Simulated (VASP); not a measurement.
Here is a VASP 6.6.1 calculation.

INCAR

```
SYSTEM = Cu
  PREC = Accurate
  ENCUT = 900
  EDIFF = 1E-8
  ISMEAR = 1
  SIGMA = 0.1
  LREAL = .False.
  LASPH = .True.
  NELM = 100
  ALGO = Normal
  ISIF = 2
  LWAVE = .False.
  LCHARG = .False.
  GGA = PE
  NBANDS = 12
  ADDGRID = .False.
```

KPOINTS

```
regular mesh
0
Gamma
  19 19 19
  0 0 0
```

Contents of POSCAR:

```
Cu
1.0
    0.0000000000      1.8075000000      1.8075000000
    1.8075000000      0.0000000000      1.8075000000
    1.8075000000      1.8075000000      0.0000000000
Cu
1
Direct
    0.0000000000      0.0000000000      0.0000000000
```

Potentials or basis: VASP PAW PBE potentials, release 64 (Cu).

Command:

```console
$ cat potpaw_PBE.64/Cu/POTCAR > POTCAR
$ mpirun -np 1 vasp_std > vasp.out
```

Problem. What does it give for the pressure?

Solution. 2.3 GPa.

Problem. Estimate the band gap on the k mesh.

Solution. None (metal or under the smearing width).
